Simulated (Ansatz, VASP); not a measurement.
# Na: VASP beside Ansatz

Contents of INCAR:

```
SYSTEM = Na
ALGO = Normal ; EDIFF = 1E-8
ENCUT = 520 ; GGA = PS
ISIF = 2 ; ISMEAR = -1
LASPH = .TRUE. ; LCHARG = .FALSE.
LEFG = .TRUE. ; LREAL = .FALSE.
LWAVE = .FALSE. ; NBANDS = 10
NELM = 100 ; PREC = Accurate
SIGMA = 0.05
```

Contents of KPOINTS:

```
k-points
0
G
  12 12 12
  0 0 0
```

POSCAR

```
Na
1.0
   -2.0746412990      2.0746412990      2.0746412990
    2.0746412990     -2.0746412990      2.0746412990
    2.0746412990      2.0746412990     -2.0746412990
Na
1
Direct
    0.0000000000      0.0000000000      0.0000000000
```

Input for Ansatz:

```yaml
crystal:
  lattice:
    - [-2.074641299, 2.074641299, 2.074641299]
    - [2.074641299, -2.074641299, 2.074641299]
    - [2.074641299, 2.074641299, -2.074641299]
  atoms:
    - { symbol: Na, position: [0.0, 0.0, 0.0] }
kpoints:
  mp_grid: { grid: [12, 12, 12] }
scf:
  occupations: { method: fermi_dirac, width: 0.05 }
hamiltonian:
  xc: pbesol
  pseudopotentials: { kind: paw }
output:
  forces: true
  stress: true
  eigenvalues: true
  efg: { contact_densities: true }
```

Change from the starting cell: volume scaled by 0.9405, PAW files.

Alike in both runs: task electric field gradients; functional PBEsol; k mesh 12 × 12 × 12; occupations fermi-dirac, width 0.05 eV; no spin polarisation.

|  | VASP | Ansatz |
| --- | --- | --- |
| version | VASP 6.6.1 | Ansatz 0.2.0 |
| potentials or method | VASP PAW PBE potentials, release 64 (Na_pv) | PAW with Ansatz's default frozen-core files, scalar-relativistic |
| plane-wave cutoff (eV) | 520 | 420 |
| valence electrons in the cell | 7 | 9 |

|  | VASP | Ansatz | Ansatz less VASP |
| --- | --- | --- | --- |
| pressure (GPa) | 0.1 | 0.1 | 0.00 |
| Vzz of the field gradient on the site that differs most (V/Å²) | 0.0 | 0.0 | +0.01 |

The two sets of potentials don't hold the same shells in valence.

Caveats: the PAW data sets were made with another functional, which shifts forces and pressure a little (VASP).
